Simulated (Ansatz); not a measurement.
Wanted: the native input for an Ansatz 0.2.0 run.

```yaml
Task: band structure
Functional: LDA
Potentials_or_basis: Ansatz PAW
Cutoff: "420 eV (not typed: the program's choice for these potentials)"
k_mesh: 8 × 8 × 8
Occupations: gaussian, width 0.1 eV
Spin: spin-orbit coupling, no magnetisation
Path: "[[\"G\", \"X\", \"M\", \"G\", \"Z\", \"P\", \"N\", \"Z1\", \"M\"], [\"X\", \"P\"]]"
Points_for_each_segment_of_the_path: 14
```

Ge:

```
Ge
1.0
    -2.57449    2.57449    1.39741
     2.57449   -2.57449    1.39741
     2.57449    2.57449   -1.39741
Ge
2
Direct
  0.50000 0.50000 0.00000
  0.25000 0.75000 0.50000
```

This isn't the form of Ge at room conditions, which is diamond.

These files were run (other wordings do the same):

input.yaml

```yaml
crystal:
  lattice:
    - [-2.574489719, 2.574489719, 1.3974126432]
    - [2.574489719, -2.574489719, 1.3974126432]
    - [2.574489719, 2.574489719, -1.3974126432]
  atoms:
    - { symbol: Ge, position: [0.5, 0.5, 0.0] }
    - { symbol: Ge, position: [0.25, 0.75, 0.5] }
hamiltonian:
  xc: lda
  pseudopotentials: { kind: paw_fr }
magnetization:
  noncollinear: true
  spin_orbit: true
kpoints:
  mp_grid: { grid: [8, 8, 8] }
  band_path:
    path:
      - [[0.0, 0.0, 0.0], [0.0, 0.0, 0.5], [-0.5, 0.5, 0.5], [0.0, 0.0, 0.0], [0.323655812, 0.323655812, -0.323655812], [0.25, 0.25, 0.25], [0.0, 0.5, 0.0], [-0.323655812, 0.676344188, 0.323655812], [-0.5, 0.5, 0.5]]
      - [[0.0, 0.0, 0.5], [0.25, 0.25, 0.25]]
    npoints: 14
scf:
  occupations: { method: gaussian, width: 0.1 }
  n_extra_bands: 6
output:
  forces: true
  stress: true
  eigenvalues: true
  fatbands: false
  write_density: true
  write_potential: true
  elf: true
  volumetric_format: npy
```

Potentials or basis: Ansatz PAW.

Command:

```console
$ ansatz run input.yaml --threads 2 --pin off --max-ram 5632MiB --backend cpu --events-out ev --progress --plain --runs-dir out
```

It gave:

```yaml
Pressure: -2.6 GPa
Band_gap_on_the_k_mesh: none (metal or under the smearing width)
```

Caveat: the PAW data sets come from PBE, with cores solved anew for the run's functional, which leaves a small shift of forces and pressure.

Wall time 46 s on 2 threads of Intel(R) Xeon(R) Processor @ 2.50GHz (Skylake/Cascade Lake) (shared host), peak memory 0.52 GiB.
